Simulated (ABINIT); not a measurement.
# LiF (Griceite) (Fm-3m) in ABINIT: equation of state

How stiff is LiF (Griceite) in PBE, and what volume does it want? The cell is scaled to several volumes.

Everything below comes from runs of ABINIT 10.8.3 (patched build). Logs are shortened: lines on timing, memory, paths and dates and some standing lists are left out, and cuts for length are marked. The log counts tension as positive stress, the text compression.

### Step 1. The crystal as given

The structure is cubic, space group Fm-3m (No. 225). Conventional cell: a = 4.028 Å, b = 4.028 Å, c = 4.028 Å, α = 90.00°, β = 90.00°, γ = 90.00°. Around F (site symmetry m-3m) lie 6 Li at 2.01 Å. Li (site symmetry m-3m) is surrounded by 6 F at 2.01 Å.

### Step 2. Equation of state, PBE

Input file run.abi:

```
# Datasets: one volume each
ndtset 7
getwfk -1
scalecart1 3*0.9795861087
scalecart2 3*0.9864848297
scalecart3 3*0.9932883884
scalecart4 3*1.0000000000
scalecart5 3*1.0066227096
scalecart6 3*1.0131594038
scalecart7 3*1.0196128224

# Pseudopotentials
pp_dirpath "./"
pseudos "F.GGA_PBE-JTH.xml, Li.GGA_PBE-JTH.xml"

# Structure
acell 3*1.0
rprim
     0.0000000000     3.8059084150     3.8059084150
     3.8059084150     0.0000000000     3.8059084150
     3.8059084150     3.8059084150     0.0000000000
ntypat 2
znucl 9 3
natom 2
typat 1 2
xred
     0.5000000000     0.5000000000     0.5000000000
     0.0000000000     0.0000000000     0.0000000000

# Plane-wave basis
ecut 625.861884 eV
pawecutdg 45.0

# k points
kptopt 1
ngkpt 11 11 11
nshiftk 1
shiftk 0.0 0.0 0.0

# Exchange and correlation
ixc 11

# Bands and occupations
nband 9
occopt 3
tsmear 0.00183747

# SCF cycle
nstep 100
tolvrs 1.0e-9

# Output
iomode 3
prtwf 1
prtden 0
prteig 0
prtebands 0
enunit 2
```

Potentials or basis: JTH PAW PBE v2.0.

Run with:

```console
$ abinit run.abi > log 2>&1
```

run.abo:

```text
.Version 10.8.3 of ABINIT
 DATASET    1 : space group Fm -3 m (#225); Bravais cF (face-center cubic)
================================================================================
 Values of the parameters that define the memory need for DATASET  1.
     intxc =       0    ionmov =       0      iscf =      17    lmnmax =       9
     lnmax =       5     mgfft =      24  mpssoang =       2    mqgrid =    3001
     natom =       2  nloc_mem =       2    nspden =       1   nspinor =       1
    nsppol =       1      nsym =      48    n1xccc =       1    ntypat =       2
    occopt =       3   xclevel =       2
       mpw =         560          nfft =       13824          nkpt =          56
 PAW method is used; the additional fine FFT grid is defined by:
   mgfftf=        32    nfftf =     32768
================================================================================
================================================================================
[... 71 lines left out ...]
 DATASET    7 : space group Fm -3 m (#225); Bravais cF (face-center cubic)
================================================================================
 Values of the parameters that define the memory need for DATASET  7.
     intxc =       0    ionmov =       0      iscf =      17    lmnmax =       9
     lnmax =       5     mgfft =      24  mpssoang =       2    mqgrid =    3001
     natom =       2  nloc_mem =       2    nspden =       1   nspinor =       1
    nsppol =       1      nsym =      48    n1xccc =       1    ntypat =       2
    occopt =       3   xclevel =       2
       mpw =         626          nfft =       13824          nkpt =          56
 PAW method is used; the additional fine FFT grid is defined by:
   mgfftf=        36    nfftf =     46656
================================================================================
================================================================================

--------------------------------------------------------------------------------
------------- Echo of variables that govern the present computation ------------
--------------------------------------------------------------------------------
 -outvars: echo values of preprocessed input variables --------
            acell      1.0000000000E+00  1.0000000000E+00  1.0000000000E+00 Bohr
              amu      1.89984032E+01  6.94100000E+00
             ecut      2.30000000E+01 Hartree
           enunit           2
           getwfk          -1
                       outvar_i_n : Printing only first  50 k-points.
              ixc          11
           jdtset        1    2    3    4    5    6    7
                       outvar_i_n : Printing only first  50 k-points.
         kptrlatt       11    0    0      0   11    0      0    0   11
          kptrlen1     5.79974146E+01
          kptrlen2     5.84058606E+01
          kptrlen3     5.88086723E+01
          kptrlen4     5.92060403E+01
          kptrlen5     5.95981447E+01
          kptrlen6     5.99851565E+01
          kptrlen7     6.03672378E+01
            natom           2
            nband           9
           ndtset           7
            ngfft          24      24      24
          ngfftdg1         32      32      32
          ngfftdg2         36      36      36
          ngfftdg3         36      36      36
          ngfftdg4         36      36      36
          ngfftdg5         36      36      36
          ngfftdg6         36      36      36
          ngfftdg7         36      36      36
             nkpt          56
            nstep         100
             nsym          48
           ntypat           2
                       prtocc : prtvol=0, do not print more k-points.
           occopt           3
        pawecutdg      4.50000000E+01 Hartree
         pawxcdev           0
           prtden           0
        prtebands           0
           prteig           0
            rprim1     0.0000000000E+00  3.7282150143E+00  3.7282150143E+00
                       3.7282150143E+00  0.0000000000E+00  3.7282150143E+00
                       3.7282150143E+00  3.7282150143E+00  0.0000000000E+00
            rprim2     0.0000000000E+00  3.7544709146E+00  3.7544709146E+00
                       3.7544709146E+00  0.0000000000E+00  3.7544709146E+00
                       3.7544709146E+00  3.7544709146E+00  0.0000000000E+00
            rprim3     0.0000000000E+00  3.7803646359E+00  3.7803646359E+00
                       3.7803646359E+00  0.0000000000E+00  3.7803646359E+00
                       3.7803646359E+00  3.7803646359E+00  0.0000000000E+00
            rprim4     0.0000000000E+00  3.8059084150E+00  3.8059084150E+00
                       3.8059084150E+00  0.0000000000E+00  3.8059084150E+00
                       3.8059084150E+00  3.8059084150E+00  0.0000000000E+00
            rprim5     0.0000000000E+00  3.8311138412E+00  3.8311138412E+00
                       3.8311138412E+00  0.0000000000E+00  3.8311138412E+00
                       3.8311138412E+00  3.8311138412E+00  0.0000000000E+00
            rprim6     0.0000000000E+00  3.8559919007E+00  3.8559919007E+00
                       3.8559919007E+00  0.0000000000E+00  3.8559919007E+00
                       3.8559919007E+00  3.8559919007E+00  0.0000000000E+00
            rprim7     0.0000000000E+00  3.8805530208E+00  3.8805530208E+00
                       3.8805530208E+00  0.0000000000E+00  3.8805530208E+00
                       3.8805530208E+00  3.8805530208E+00  0.0000000000E+00
          spgroup         225
           tolvrs      1.00000000E-09
           tsmear      1.83747000E-03 Hartree
            typat      1  2
           useylm           1
                       outvars : Printing only first  50 k-points.
           xangst1     1.9728864216E+00  1.9728864216E+00  1.9728864216E+00
                       0.0000000000E+00  0.0000000000E+00  0.0000000000E+00
           xangst2     1.9867804457E+00  1.9867804457E+00  1.9867804457E+00
                       0.0000000000E+00  0.0000000000E+00  0.0000000000E+00
           xangst3     2.0004828129E+00  2.0004828129E+00  2.0004828129E+00
                       0.0000000000E+00  0.0000000000E+00  0.0000000000E+00
           xangst4     2.0139999986E+00  2.0139999986E+00  2.0139999986E+00
                       0.0000000000E+00  0.0000000000E+00  0.0000000000E+00
           xangst5     2.0273381358E+00  2.0273381358E+00  2.0273381358E+00
                       0.0000000000E+00  0.0000000000E+00  0.0000000000E+00
           xangst6     2.0405030379E+00  2.0405030379E+00  2.0405030379E+00
                       0.0000000000E+00  0.0000000000E+00  0.0000000000E+00
           xangst7     2.0535002229E+00  2.0535002229E+00  2.0535002229E+00
                       0.0000000000E+00  0.0000000000E+00  0.0000000000E+00
            xcart1     3.7282150143E+00  3.7282150143E+00  3.7282150143E+00
                       0.0000000000E+00  0.0000000000E+00  0.0000000000E+00
            xcart2     3.7544709146E+00  3.7544709146E+00  3.7544709146E+00
                       0.0000000000E+00  0.0000000000E+00  0.0000000000E+00
            xcart3     3.7803646359E+00  3.7803646359E+00  3.7803646359E+00
                       0.0000000000E+00  0.0000000000E+00  0.0000000000E+00
            xcart4     3.8059084150E+00  3.8059084150E+00  3.8059084150E+00
                       0.0000000000E+00  0.0000000000E+00  0.0000000000E+00
            xcart5     3.8311138412E+00  3.8311138412E+00  3.8311138412E+00
                       0.0000000000E+00  0.0000000000E+00  0.0000000000E+00
            xcart6     3.8559919007E+00  3.8559919007E+00  3.8559919007E+00
                       0.0000000000E+00  0.0000000000E+00  0.0000000000E+00
            xcart7     3.8805530208E+00  3.8805530208E+00  3.8805530208E+00
                       0.0000000000E+00  0.0000000000E+00  0.0000000000E+00
             xred      5.0000000000E-01  5.0000000000E-01  5.0000000000E-01
                       0.0000000000E+00  0.0000000000E+00  0.0000000000E+00
            znucl        9.00000    3.00000

================================================================================

 chkinp: Checking input parameters for consistency, jdtset=   1.

 chkinp: Checking input parameters for consistency, jdtset=   2.
[... 40 lines left out ...]
 getcut: wavevector=  0.0000  0.0000  0.0000  ngfft=  32  32  32
         ecut(hartree)=     45.000   => boxcut(ratio)=   2.00985

--- Pseudopotential description ------------------------------------------------
- pspini: atom type   1  psp file is ./F.GGA_PBE-JTH.xml
 Pseudopotential format is: paw10
 basis_size (lnmax)=  4 (lmn_size=  8), orbitals=   0   0   1   1
 Spheres core radius: rc_sph= 1.40288605
 Shapefunction is SIN type: shapef(r)=[sin(pi*r/rshp)/(pi*r/rshp)]**2
 Radius for shape functions =  1.20455331
 Compensation charge density is not taken into account in XC energy/potential

- pspini: atom type   2  psp file is ./Li.GGA_PBE-JTH.xml
 Pseudopotential format is: paw10
 basis_size (lnmax)=  5 (lmn_size=  9), orbitals=   0   0   0   1   1
 Spheres core radius: rc_sph= 1.60264751
 Shapefunction is BESSEL type: shapef(r,l)=aa(1,l)*jl(q(1,l)*r)+aa(2,l)*jl(q(2,l)*r)
 Radius for shape functions =  1.30023672
 Compensation charge density is not taken into account in XC energy/potential

   1.14382679E+02                                ecore*ucvol(ha*bohr**3)
--------------------------------------------------------------------------------

[... 1307 lines left out ...]
-Cartesian components of stress tensor (GPa)         [Pressure= -2.1952E+00 GPa]
- sigma(1 1)=  2.19522036E+00  sigma(3 2)=  0.00000000E+00
- sigma(2 2)=  2.19522036E+00  sigma(3 1)=  0.00000000E+00
- sigma(3 3)=  2.19522036E+00  sigma(2 1)=  0.00000000E+00

== END DATASET(S) ==============================================================
================================================================================

 -outvars: echo values of variables after computation  --------
            acell      1.0000000000E+00  1.0000000000E+00  1.0000000000E+00 Bohr
           etotal1    -3.2043532200E+01
           etotal2    -3.2044047424E+01
           etotal3    -3.2044425541E+01
           etotal4    -3.2044668236E+01
           etotal5    -3.2044796178E+01
           etotal6    -3.2044818081E+01
           etotal7    -3.2044748151E+01
            fcart1    -0.0000000000E+00 -0.0000000000E+00 -0.0000000000E+00
                      -0.0000000000E+00 -0.0000000000E+00 -0.0000000000E+00
            fcart2    -0.0000000000E+00 -0.0000000000E+00 -0.0000000000E+00
                      -0.0000000000E+00 -0.0000000000E+00 -0.0000000000E+00
            fcart3    -0.0000000000E+00 -0.0000000000E+00 -0.0000000000E+00
                      -0.0000000000E+00 -0.0000000000E+00 -0.0000000000E+00
            fcart4    -0.0000000000E+00 -0.0000000000E+00 -0.0000000000E+00
                      -0.0000000000E+00 -0.0000000000E+00 -0.0000000000E+00
            fcart5    -0.0000000000E+00 -0.0000000000E+00 -0.0000000000E+00
                      -0.0000000000E+00 -0.0000000000E+00 -0.0000000000E+00
[... 38 lines left out ...]
                       0.0000000000E+00  0.0000000000E+00  0.0000000000E+00
           xangst1     1.9728864216E+00  1.9728864216E+00  1.9728864216E+00
                       0.0000000000E+00  0.0000000000E+00  0.0000000000E+00
           xangst2     1.9867804457E+00  1.9867804457E+00  1.9867804457E+00
                       0.0000000000E+00  0.0000000000E+00  0.0000000000E+00
           xangst3     2.0004828129E+00  2.0004828129E+00  2.0004828129E+00
                       0.0000000000E+00  0.0000000000E+00  0.0000000000E+00
           xangst4     2.0139999986E+00  2.0139999986E+00  2.0139999986E+00
                       0.0000000000E+00  0.0000000000E+00  0.0000000000E+00
           xangst5     2.0273381358E+00  2.0273381358E+00  2.0273381358E+00
                       0.0000000000E+00  0.0000000000E+00  0.0000000000E+00
           xangst6     2.0405030379E+00  2.0405030379E+00  2.0405030379E+00
                       0.0000000000E+00  0.0000000000E+00  0.0000000000E+00
           xangst7     2.0535002229E+00  2.0535002229E+00  2.0535002229E+00
                       0.0000000000E+00  0.0000000000E+00  0.0000000000E+00
             xred      5.0000000000E-01  5.0000000000E-01  5.0000000000E-01
                       0.0000000000E+00  0.0000000000E+00  0.0000000000E+00
 Calculation completed.
```

Run time: 40 s. Hardware: 1 thread of Arm Neoverse V2, shared host; peak memory 0.12 GiB.

Results:

```
Equilibrium volume                      : 8.45 Å³/atom
Bulk modulus                            : 67 GPa
Pressure derivative of the bulk modulus : 4.4 (rough: it moves with the points fitted)
```

Energy against volume, from the lowest point:
```
volume (Å³/atom)  energy (meV/atom)
           7.679              17.50
           7.842              10.49
           8.006               5.34
           8.169               2.04
           8.333               0.30
           8.496               0.00
           8.659               0.95
```

Caveat: pressures at fixed basis lie under the slope of the energies.
